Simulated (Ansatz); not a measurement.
## Pressure against volume in Li

The cell was found from a structure generator's guess, not taken from experiment.

Computed with Ansatz, DFT PBE, scalar-relativistic, plane waves, PAW. Plane waves to 420 eV, a 22×22×24 mesh through Γ for the 1-atom cell and 0.10 eV Gaussian smearing; no spin polarisation.

```cif
data_structure
_symmetry_space_group_name_H-M 'I4/mmm'
_symmetry_Int_Tables_number 139
_cell_length_a 3.2587
_cell_length_b 3.2587
_cell_length_c 3.8089
_cell_angle_alpha 90.000
_cell_angle_beta 90.000
_cell_angle_gamma 90.000
_cell_volume 40.45
loop_
_atom_site_label
_atom_site_type_symbol
_atom_site_symmetry_multiplicity
_atom_site_Wyckoff_symbol
_atom_site_fract_x
_atom_site_fract_y
_atom_site_fract_z
_atom_site_occupancy
Li1 Li 2 a 0.00000 0.00000 0.00000 1
```

The cell was set to several volumes, with shape and atoms relaxed at each where symmetry leaves them free. Pressure is positive in compression, and energies count from the lowest row. No row has a gap on its mesh.

| row | V (Å³/atom) | P (GPa) | ΔE (meV/atom) |
| --- | --- | --- | --- |
| 1 | 17.797 | 2.20 | 15.2 |
| 2 | 18.404 | 1.53 | 8.1 |
| 3 | 19.011 | ? | ? |
| 4 | 19.617 | 0.45 | 0.8 |
| 5 | 20.224 | 0.00 | 0.0 |
| 6 | 20.831 | -0.39 | 0.7 |
| 7 | 21.437 | -0.73 | 2.9 |
| 8 | 22.246 | -1.12 | 7.6 |

**Question.** Find B = −V·ΔP/ΔV from rows 4 and 6 and from rows 1 and 2, and from the two its slope B′ and its value B0 at zero pressure.

**Answer.** Rows 4 and 6 give −(19.617 + 20.831)/2 × (-0.39 − (0.45))/(20.831 − 19.617) = 14.0 GPa at a mean pressure of 0.03 GPa. Rows 1 and 2 give −(17.797 + 18.404)/2 × (1.53 − (2.20))/(18.404 − 17.797) = 20.0 GPa at a mean pressure of 1.87 GPa. So B′ = (20.0 − 14.0)/(1.87 − (0.03)) = 3.26 and B0 = 14.0 − 3.26 × (0.03) = 13.9 GPa. A third-order Birch–Murnaghan fit to all the energies gives B0 = 13.9 GPa and B′ = 3.3.

**Question.** Estimate the pressure and energy of row 3.

**Answer.** From row 5, V0 = 20.224 × (1 + (0.00)/13.9) = 20.224 Å³/atom. Murnaghan's form P = (B0/B′)·[(V0/V)^B′ − 1] gives (13.9/3.26) × [(20.224/19.011)^3.26 − 1] = 0.95 GPa; the computed pressure is 0.96 GPa, so the estimate is off by -0.01 GPa. The work of compression from row 4, with the mean of the two pressures, gives ΔE = 0.8 + (0.95 + 0.45)/2 × (19.617 − 19.011)/160.2 × 1000 = 3.4 meV/atom (1 eV/Å³ = 160.2 GPa); the computed value is 3.5 meV/atom.

All volumes keep the k mesh of the relaxed cell. This cell was reached by moving the atoms of another relaxed cell at random and relaxing again, last within the group found; it had no such test of its own.
